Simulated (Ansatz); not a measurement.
The system is ZrN.

```
Zr N
1.0
     0.00000    2.30000    2.30000
     2.30000    0.00000    2.30000
     2.30000    2.30000    0.00000
Zr N
1 1
Direct
  0.50000 0.50000 0.50000
  0.00000 0.00000 0.00000
```

* Program: Ansatz 0.2.0
* Task: relaxation of cell and atoms
* Functional: PBEsol
* Potentials or basis: all-electron LAPW, scalar-relativistic
* Basis error allowed: 0.001 eV/atom
* k mesh: 10 × 10 × 10
* Occupations: fermi-dirac, width 0.05 eV
* Spin: no spin polarisation

At the start: volume 12.17 Å³/atom.

Task: Where does the relaxation end?

Result: Over 5 steps the energy falls by 9.4 meV/atom and the volume is 11.79 Å³/atom (-3.1 %); space group Fm-3m (No. 225, to 0.05 Å).

Step by step:
| step | energy change (eV) | largest force (eV/Å) | volume (Å³) |
| --- | --- | --- | --- |
| 1 | 0.0000 | 0.0000 | 24.33 |
| 2 | -0.0099 | 0.0000 | 23.10 |
| 3 | -0.0187 | 0.0000 | 23.61 |
| 4 | -0.0187 | 0.0000 | 23.59 |
| 5 | -0.0187 | 0.0000 | 23.59 |

Final structure:
```xyz
2
Lattice="0.0000 2.2762 2.2762 2.2762 0.0000 2.2762 2.2762 2.2762 0.0000" Properties=species:S:1:pos:R:3 pbc="T T T"
Zr    2.2762    2.2762    2.2762
N     0.0000    0.0000    0.0000
```
